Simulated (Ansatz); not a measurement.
⁷³Ge NMR of the central transition in GeS under strain

Cell: a structure deposited in the COD, relaxed with PBE at fixed cell and then changed (z stretched by 2 %, ions relaxed).

```cif
data_structure
_symmetry_space_group_name_H-M 'P 1'
_symmetry_Int_Tables_number 1
_cell_length_a 10.4700
_cell_length_b 3.6410
_cell_length_c 4.3829
_cell_angle_alpha 90.000
_cell_angle_beta 90.000
_cell_angle_gamma 90.000
_cell_volume 167.08
loop_
_atom_site_label
_atom_site_type_symbol
_atom_site_fract_x
_atom_site_fract_y
_atom_site_fract_z
_atom_site_occupancy
Ge1 Ge 0.62151 0.25000 0.36766 1
Ge2 Ge 0.87849 0.75000 0.86766 1
Ge3 Ge 0.12151 0.25000 0.13234 1
Ge4 Ge 0.37849 0.75000 0.63234 1
S5 S 0.84994 0.25000 0.49947 1
S6 S 0.65006 0.75000 0.99947 1
S7 S 0.34994 0.25000 0.00053 1
S8 S 0.15006 0.75000 0.50053 1
```

Sites (sets of like atoms) are named by element and the number of their first atom in this list.

Computed with Ansatz: DFT, PBE, plane waves and PAW, scalar-relativistic, 420 eV cutoff, Γ-centred 5×12×10 k-points, Fermi–Dirac smearing 0.02 eV.

⁷³Ge has I = 9/2 and Q = -196.0 mb (Pyykkö 2018); at 16.4 T its Larmor frequency is ν₀ = 24.4 MHz. Only the quadrupole interaction is simulated: positions count from each site's isotropic chemical shift, and shift anisotropy, dipolar and J coupling are left out.

Problem. What does the ⁷³Ge spectrum (static powder) show for each site?

Solution. 

```
site                                  first shell  C_Q (MHz)     η  P_Q (MHz)  δ_QIS (ppm)  breadth (kHz)
  Ge  3 S at 2.45–2.46 Å; also 3 S at 3.27–3.33 Å       35.8  0.30       36.3        -3068            479
```

δ_QIS = −(ν_Q²/30ν₀²)[I(I+1) − 3/4](1 + η²/3) × 10⁶ ppm with ν_Q = 3|C_Q|/[2I(2I−1)]; it falls as 1/B₀² in ppm, and the breadth as 1/B₀ in kHz.

At Ge V_zz stands upright on the plane through its three neighbours (within 5°).
